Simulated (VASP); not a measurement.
# Si2W (I4/mmm) in VASP: further runs

Runs on Si2W. Level: PBE. Tasks: relaxation of cell and atoms, vibrations by finite differences.

Program: VASP 6.6.1. These are calculated values, not measurements. Logs are shortened: lines on timing, memory, paths and dates and some standing lists are left out, and cuts for length are marked.

## Step 1: Starting point

It takes space group I4/mmm (No. 139, tetragonal). Conventional cell: a = 3.214 Å, b = 3.214 Å, c = 7.830 Å, α = 90.00°, β = 90.00°, γ = 90.00°. Si (site symmetry 4mm) has 5 Si at 2.59 to 2.63 Å and 5 W at 2.62 Å as nearest neighbours. Around W (site symmetry 4/mmm) lie 10 Si at 2.62 Å.

## Step 2: Relaxation of cell and atoms, PBE

INCAR

```
SYSTEM = Si2W
  ALGO = Normal
  EDIFF = 1E-7
  EDIFFG = -0.002
  ENCUT = 250
  GGA = PE
  IBRION = 2
  ISIF = 3
  ISMEAR = 0
  KPAR = 4
  LASPH = .True.
  LCHARG = .False.
  LREAL = .False.
  LWAVE = .False.
  NELM = 60
  NSW = 80
  PREC = Accurate
  SIGMA = 0.1
```

KPOINTS

```
k-points
0
Gamma
  18 18 18
  0 0 0
```

POSCAR

```
Si2W
1.0
   -1.6069000000      1.6069000000      3.9149500000
    1.6069000000     -1.6069000000      3.9149500000
    1.6069000000      1.6069000000     -3.9149500000
Si W
2 1
Direct
    0.3347000000      0.3347000000      0.0000000000
    0.6653000000      0.6653000000      0.0000000000
    0.0000000000      0.0000000000      0.0000000000
```

Potentials or basis: VASP PAW PBE potentials, release 64 (Si, W_sv).

The run is started by

```
$ cat potpaw_PBE.64/Si/POTCAR potpaw_PBE.64/W_sv/POTCAR > POTCAR
$ mpirun -np 4 vasp_std > vasp.out
```

OUTCAR:

```text
SYSTEM = Si2W
   EDIFF = 1E-7
   EDIFFG = -0.002
   ENCUT = 250
   GGA = PE
   IBRION = 2
   ISIF = 3
   ISMEAR = 0
   LASPH = .True.
   LREAL = .False.
   NELM = 60
   NSW = 80
   PREC = Accurate

 ion  position               nearest neighbor table
   1  0.335  0.335  0.000-   2 2.59   3 2.62   3 2.62   3 2.62   3 2.62   3 2.62   2 2.63   2 2.63
                             2 2.63   2 2.63
   2  0.665  0.665  0.000-   1 2.59   3 2.62   3 2.62   3 2.62   3 2.62   3 2.62   1 2.63   1 2.63
                             1 2.63   1 2.63
   3  0.000  0.000  0.000-   2 2.62   2 2.62   2 2.62   1 2.62   2 2.62   1 2.62   1 2.62   1 2.62
                             1 2.62   2 2.62

  LATTYP: Found a body centered tetragonal cell.
 ALAT       =     3.2138000000
 C/A-ratio  =     2.4363370465

  Lattice vectors:

 A1 = (  -1.6069000000,   1.6069000000,   3.9149500000)
 A2 = (   1.6069000000,  -1.6069000000,   3.9149500000)
 A3 = (   1.6069000000,   1.6069000000,  -3.9149500000)

Analysis of symmetry for initial positions (statically):
=====================================================================
 Subroutine PRICEL returns:
 Original cell was already a primitive cell.

 Routine SETGRP: Setting up the symmetry group for a
 body centered tetragonal supercell.

 Subroutine GETGRP returns: Found 16 space group operations
 (whereof 16 operations were pure point group operations)
 out of a pool of 16 trial point group operations.

The static configuration has the point symmetry D_4h.

Analysis of symmetry for dynamics (positions and initial velocities):
=====================================================================
 Subroutine PRICEL returns:
 Original cell was already a primitive cell.

 Routine SETGRP: Setting up the symmetry group for a
 body centered tetragonal supercell.

 Subroutine GETGRP returns: Found 16 space group operations
 (whereof 16 operations were pure point group operations)
 out of a pool of 16 trial point group operations.

The dynamic configuration has the point symmetry D_4h.

 Subroutine INISYM returns: Found 16 space group operations
 (whereof 16 operations are pure point group operations),
 and found     1 'primitive' translations

----------------------------------------------------------------------------------------

                                     Primitive cell

  volume of cell :      40.4356

  direct lattice vectors                    reciprocal lattice vectors
    -1.606900000  1.606900000  3.914950000     0.000000000  0.311158131  0.127715552
     1.606900000 -1.606900000  3.914950000     0.311158131  0.000000000  0.127715552
     1.606900000  1.606900000 -3.914950000     0.311158131  0.311158131  0.000000000

  length of vectors
     4.526708376  4.526708376  4.526708376     0.336348992  0.336348992  0.440044048

  position of ions in fractional coordinates (direct lattice)
     0.334700000  0.334700000  0.000000000
     0.665300000  0.665300000  0.000000000
     0.000000000  0.000000000  0.000000000

  ion indices of the primitive-cell ions
   primitive index   ion index
                 1           1
                 2           2
                 3           3

----------------------------------------------------------------------------------------

 KPOINTS: k-points

Automatic generation of k-mesh.
 Grid dimensions read from file:
 generate k-points for:   18   18   18

 Generating k-lattice:

  Cartesian coordinates                     Fractional coordinates (reciprocal lattice)
     0.000000000  0.017286563  0.007095308     0.055555556  0.000000000  0.000000000
     0.017286563  0.000000000  0.007095308     0.000000000  0.055555556  0.000000000
     0.017286563  0.017286563  0.000000000     0.000000000  0.000000000  0.055555556

  Length of vectors
     0.018686055  0.018686055  0.024446892

  Shift w.r.t. Gamma in fractional coordinates (k-lattice)
     0.000000000  0.000000000  0.000000000

 Subroutine IBZKPT returns following result:
 ===========================================

 Found    480 irreducible k-points:

 Following reciprocal coordinates:
            Coordinates               Weight
  0.000000  0.000000  0.000000      1.000000
  0.055556 -0.000000  0.000000      8.000000
  0.111111 -0.000000  0.000000      8.000000
  0.166667  0.000000  0.000000      8.000000
  0.222222  0.000000 -0.000000      8.000000
  0.277778  0.000000  0.000000      8.000000
[... 16 lines left out ...]
 -0.277778  0.055556  0.000000     16.000000
 -0.222222  0.055556  0.000000     16.000000
 [... further k-points ...]
   k-points           NKPTS =    480   k-points in BZ     NKDIM =    480   number of bands    NBANDS=     15
   number of dos      NEDOS =    301   number of ions     NIONS =      3
   total plane-waves  NPLWV =  13824
   dimension x,y,z NGX =    24 NGY =   24 NGZ =   24
   dimension x,y,z NGXF=    48 NGYF=   48 NGZF=   48
   ions per type =               2   1
   NGX,Y,Z   is equivalent  to a cutoff of   8.81,  8.81,  8.81 a.u.
   NGXF,Y,Z  is equivalent  to a cutoff of  17.63, 17.63, 17.63 a.u.
 SYSTEM =  Si2W
   PREC   = accura    normal or accurate (medium, high low for compatibility)
   ISTART =      0    job   : 0-new  1-cont  2-samecut
   ICHARG =      2    charge: 1-file 2-atom 10-const
   ISPIN  =      1    spin polarized calculation?
   LNONCOLLINEAR =      F non collinear calculations
   LSORBIT =      F    spin-orbit coupling
   LASPH  =      T    aspherical Exc in radial PAW
   ENCUT  =  250.0 eV  18.37 Ry    4.29 a.u.   5.84  5.84  5.84*2*pi/ulx,y,z
   NELM   =     60;   NELMIN=  2; NELMDL= -5     # of ELM steps
   EDIFF  = 0.1E-06   stopping-criterion for ELM
   LREAL  =      F    real-space projection
   EDIFFG = -.2E-02   stopping-criterion for IOM
   NSW    =     80    number of steps for IOM
   IBRION =      2    ionic relax: 0-MD 1-quasi-New 2-CG
   NFREE  =      1    steps in history (QN), initial steepest desc. (CG)
   ISIF   =      3    stress and relaxation
   ISYM   =      2    0-nonsym 1-usesym 2-fastsym
   POTIM  = 0.5000    time-step for ionic-motion
   TEBEG  =    0.0;   TEEND  =   0.0 temperature during run
   PSTRESS=    0.0 pullay stress
   NELECT =      22.0000    total number of electrons
   NUPDOWN=      -1.0000    fix difference up-down
   EMIN   =  10.00;   EMAX   =-10.00  energy-range for DOS
   EFERMI =   0.00;   METHOD = LEGACY
   ISMEAR =     0;   SIGMA  =   0.10  broadening in eV -4-tet -1-fermi 0-gaus
   EFERMI_NEDOS =   21; number of points for ismear=-14 and -15
   IALGO  =     38    algorithm
   IMIX   =      4    mixing-type and parameters
     AMIX     =   0.40;   BMIX     =  1.00
     AMIX_MAG =   1.60;   BMIX_MAG =  1.00
  volume/ion in A,a.u.               =      13.48        90.96
  Fermi-wavevector in a.u.,A,eV,Ry     =   1.336476  2.525573 24.302284  1.786167
  Thomas-Fermi vector in A             =   2.465099
   LORBIT       =      0    0 simple, 1 ext, 2 COOP (PROOUT), +10 PAW based schemes
   GGA     = PE    functional components
   LHFCALC =     F    Hartree Fock is set to
   AEXX    =    0.0000 exact exchange contribution
   IVDW    =     0    specifies the selected vdW correction
   LEPSILON=     F    determine dielectric tensor
   LRPA    =     F    only Hartree local field effects (RPA)
 conjugate gradient relaxation of ions
 non-spin polarized calculation
 Gauss-broadening in eV      SIGMA  =   0.10
  energy-cutoff  :      250.00
  volume of cell :       40.44
 maximum number of plane-waves:       373
   NGX = 11   NGY = 11   NGZ = 11

--------------------------------------- Ionic step        1  -------------------------------------------

 number of electron      22.0000003 magnetization

 Free energy of the ion-electron system (eV)
  ---------------------------------------------------
  ext. energy  EPLUGINS =         0.00000000
  ---------------------------------------------------
  free energy    TOTEN  =       -24.76456518 eV

  energy without entropy =      -24.76368770  energy(sigma->0) =      -24.76412644

------------------------ aborting loop because EDIFF is reached ----------------------------------------

  FORCE on cell =-STRESS in cart. coord.  units (eV):
  Direction    XX          YY          ZZ          XY          YZ          ZX
  --------------------------------------------------------------------------------------
  -------------------------------------------------------------------------------------
  Total        0.6771840      0.6771840      0.8084652      0.0000000      0.0000000     -0.0000000
  in kB       26.8320207     26.8320207     32.0337649      0.0000000      0.0000000     -0.0000000
  external PRESSURE =      28.5659354 kB  Pullay stress =       0.0000000 kB
[... 281 lines left out ...]
  energy  without entropy=      -24.7681661864  energy(sigma->0) =      -24.76862138

--------------------------------------- Ionic step        9  -------------------------------------------

 number of electron      22.0000001 magnetization

 Free energy of the ion-electron system (eV)
  ---------------------------------------------------
  ext. energy  EPLUGINS =         0.00000000
  ---------------------------------------------------
  free energy    TOTEN  =       -24.76907658 eV

  energy without entropy =      -24.76816588  energy(sigma->0) =      -24.76862123

 E-fermi :  11.7958     XC(G=0): -12.4719

 val. band max:       11.7731935408   @ k =  -0.3889   0.5000   0.3333
 cond. band min:      11.8320590832   @ k =  -0.3889  -0.4444   0.3889
 fundamental gap:      0.0588655425
 Fermi energy:        11.7957542296

 k-point     1 :       0.0000    0.0000    0.0000
  band No.  band energies     occupation
      1     -62.0419      2.00000
      2     -26.3174      2.00000
      3     -26.3013      2.00000
      4     -26.3013      2.00000
      5      -2.1934      2.00000
      6       5.0169      2.00000
      7       8.0262      2.00000
      8       8.5377      2.00000
      9       8.9786      2.00000
     10       8.9786      2.00000
     11      12.4091      0.00000
     12      14.4573      0.00000
     13      14.8116      0.00000
     14      14.8487      0.00000
     15      14.8487      0.00000
[... 397 lines left out ...]
 k-point    24 :      -0.2222    0.0556    0.0000
  band No.  band energies     occupation
      1     -62.0394      2.00000
      2     -26.3880      2.00000
      3     -26.3098      2.00000
      4     -26.3001      2.00000
      5      -1.2949      2.00000
      6       5.1139      2.00000
      7       6.4631      2.00000
      8       8.2162      2.00000
      9       8.9592      2.00000
     10       9.6758      2.00000
     11      10.4003      2.00000
     12      13.3596      0.00000
     13      13.9870      0.00000
     14      16.1596      0.00000
     15      16.2669      0.00000

 [... further k-points ...]

------------------------ aborting loop because EDIFF is reached ----------------------------------------

  FORCE on cell =-STRESS in cart. coord.  units (eV):
  Direction    XX          YY          ZZ          XY          YZ          ZX
  --------------------------------------------------------------------------------------
  -------------------------------------------------------------------------------------
  Total       -0.0019774     -0.0019774      0.0019416      0.0000000     -0.0000000      0.0000000
  in kB       -0.0773893     -0.0773893      0.0759895      0.0000000     -0.0000000      0.0000000
  external PRESSURE =      -0.0262630 kB  Pullay stress =       0.0000000 kB
[... 18 lines left out ...]
  FREE ENERGIE OF THE ION-ELECTRON SYSTEM (eV)
  ---------------------------------------------------
  free  energy   TOTEN  =       -24.7690765831 eV

  energy  without entropy=      -24.7681658762  energy(sigma->0) =      -24.76862123

 reached required accuracy - stopping structural energy minimisation
```

Wall time 1.8 min (4 MPI ranks of Intel Xeon Platinum 8488C (Sapphire Rapids), shared host); peak memory 0.21 GiB.

These settings aren't checked as converged: the numbers below hold their error.

Results:

- Free energy: -24.7691 eV
- Relaxed volume: 13.65 Å³/atom
- Relaxed cell: a = 4.546 Å, b = 4.546 Å, c = 4.546 Å, α = 138.43°, β = 138.43°, γ = 60.25°
- Space group after relaxing (to 0.05 Å): I4/mmm (No. 139)
- Energy gained by relaxing: 1.5 meV/atom
- Ionic steps: 9
- Band gap on the k mesh: none (metal or under the smearing width)

Caveat: the cutoff is under 1.25 times the usual one of these potentials, so pressure, stress and relaxed cells hold a basis-set (Pulay) error.

## Step 3: Relaxation of cell and atoms, PBE

This run uses another cell than the first one, of 13.65 Å³/atom, 1.012 times its volume.

INCAR is that of step 2.

KPOINTS is that of step 2.

POSCAR

```
Si2W                                    
1.0
   -1.6133600269      1.6133600269      3.9318874713
    1.6133600269     -1.6133600269      3.9318874713
    1.6133600269      1.6133600269     -3.9318874713
  Si              W             
     2     1
Direct
     0.3344925272526859    0.3344925272526859    0.0000000000000000
     0.6655074727473143    0.6655074727473143    0.0000000000000000
     0.0000000000000000    0.0000000000000000    1.0000000000000000
```

Potentials or basis: VASP PAW PBE potentials, release 64 (Si, W_sv).

The run is started by

```
$ cat potpaw_PBE.64/Si/POTCAR potpaw_PBE.64/W_sv/POTCAR > POTCAR
$ mpirun -np 4 vasp_std > vasp.out
```

Run time: 16 s. Hardware: 4 MPI ranks of Intel Xeon Platinum 8488C (Sapphire Rapids), shared host; peak memory 0.21 GiB.

These settings aren't checked as converged: the numbers below hold their error.

What came out:

```
Free energy            : -24.7722 eV
Band gap on the k mesh : none (metal or under the smearing width)
```

Caveat: the cutoff is under 1.25 times the usual one of these potentials, so pressure, stress and relaxed cells hold a basis-set (Pulay) error; the relaxation stopped at its first step, so nothing moved.

## Step 4: Vibrations by finite differences, PBE

This run uses another cell than the first one, of 13.65 Å³/atom, 1.012 times its volume.

INCAR

```
SYSTEM = Si2W
PREC = Accurate
ENCUT = 250
EDIFF = 1E-8
ISMEAR = 0
SIGMA = 0.1
LREAL = .FALSE.
LASPH = .TRUE.
NELM = 60
ALGO = Normal
ISIF = 3
LWAVE = .FALSE.
LCHARG = .FALSE.
GGA = PE
IBRION = 6
NFREE = 2
POTIM = 0.015
NSW = 1
KPAR = 4
```

KPOINTS

```
Automatic mesh
0
G
  18 18 18
  0 0 0
```

POSCAR

```
Si2W                                    
1.0
   -1.6133600269      1.6133600269      3.9318874713
    1.6133600269     -1.6133600269      3.9318874713
    1.6133600269      1.6133600269     -3.9318874713
  Si              W             
     2     1
Direct
     0.3344925272526851    0.3344925272526851    0.0000000000000000
     0.6655074727473149    0.6655074727473149    0.0000000000000000
     0.0000000000000000    0.0000000000000000    0.0000000000000000
```

The run is started by

```
$ cat potpaw_PBE.64/Si/POTCAR potpaw_PBE.64/W_sv/POTCAR > POTCAR
$ mpirun -np 4 vasp_std > vasp.out
```

Wall time 8.4 min (4 MPI ranks of Intel Xeon Platinum 8488C (Sapphire Rapids), shared host); peak memory 0.63 GiB.

These settings aren't checked as converged: the numbers below hold their error.

What came out:

```
Highest phonon frequency at Γ : 441 cm⁻¹
```

Caveat: the cutoff is under 1.25 times the usual one of these potentials, so pressure, stress and relaxed cells hold a basis-set (Pulay) error.
